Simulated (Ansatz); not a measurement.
## What moves the field gradients of Ga2O3?

Cell of run 1: a structure deposited in the COD, atoms as given.

Space group C2/m (No. 12); a = 12.2140, b = 3.0371, c = 5.7981 Å, β = 103.83°.

```csv
site,Wyckoff,site symmetry,x,y,z
Ga1,4i,m,0.0905,0.0000,0.7946
Ga3,4i,m,0.6587,0.0000,0.3140
O5,4i,m,0.1645,0.0000,0.1098
O7,4i,m,0.1733,0.0000,0.5632
O9,4i,m,0.4959,0.0000,0.2566
```

One atom of each set is listed; the run and its k-mesh use a cell of 10 atoms with edges of 6.29, 6.29, 5.80 Å.

Relaxed positions (PBE, cell held):

Ga1 (0.0912, 0.0000, 0.7953)
Ga3 (0.6595, 0.0000, 0.3127)
O5 (0.1690, 0.0000, 0.1084)
O7 (0.1722, 0.0000, 0.5603)
O9 (0.4967, 0.0000, 0.2537)

All runs are DFT with Ansatz 0.2.0 (plane waves and PAW, scalar-relativistic unless spin–orbit coupling is named, Γ-centred meshes, Fermi–Dirac smearing where given) in this cell.

Run 1: PBE, atoms as given; 420 eV, 10×10×6 k-points, smearing 0.02 eV.
Run 2: PBE, atoms relaxed; 420 eV, 10×10×6 k-points, smearing 0.02 eV.
Run 3: r2SCAN, at the relaxed atoms; 500 eV, 10×10×6 k-points, smearing 0.02 eV.
Run 4: PBE with spin–orbit coupling, at the relaxed atoms; 420 eV, 10×10×6 k-points, smearing 0.02 eV.
Run 5: LDA, at the relaxed atoms; 420 eV, 10×10×6 k-points, smearing 0.02 eV.
Run 6: PBEsol, at the relaxed atoms; 420 eV, 10×10×6 k-points, smearing 0.02 eV.

| run | Ga1 V_zz (η) | Ga3 V_zz (η) | O5 V_zz (η) | O9 V_zz (η) |
| --- | --- | --- | --- | --- |
| 1 | 3.81 (0.78) | 2.70 (0.13) | -8.52 (0.41) | -11.05 (0.04) |
| 2 | -3.58 (0.91) | 2.54 (0.11) | -8.23 (0.42) | -11.10 (0.06) |
| 3 | -3.59 (0.89) | 2.54 (0.12) | -8.08 (0.41) | -10.97 (0.06) |
| 4 | ? | ? | ? | ? |
| 5 | -3.59 (0.88) | 2.53 (0.09) | -8.22 (0.42) | -11.07 (0.05) |
| 6 | -3.57 (0.90) | 2.53 (0.11) | -8.14 (0.42) | -11.00 (0.06) |

V_zz in 10²¹ V/m²; 4 of the 5 sets of like atoms are followed.

**Question.** Estimate the row of run 4.

**Answer.** Ga1: -3.57 (0.91); Ga3: 2.53 (0.11); O5: -8.23 (0.42); O9: -11.11 (0.06). It lies nearest to run 2, from whose tensors on these sites it differs by 0.01 at most (largest principal value of the difference). Taken one at a time, the positions of the atoms (as given or relaxed) move the tensors on these sites by up to 0.61 (largest principal value of the change, on Ga1), the functional (between the two that differ most) by 0.17 (O5), spin–orbit coupling by 0.01. On some sites the largest principal value moves to another axis from run to run, and the sign of V_zz can flip with it. On Ga1 η is near 1, so the change of sign is little more than a relabelling of axes.

In run 5 the atoms aren't at the calculated equilibrium (largest force 0.28 eV/Å). The cell isn't the equilibrium one in runs 1, 2, 4, 5 (calculated pressure 10, 8, 8, -5 GPa), and the entry's cell may itself be off.
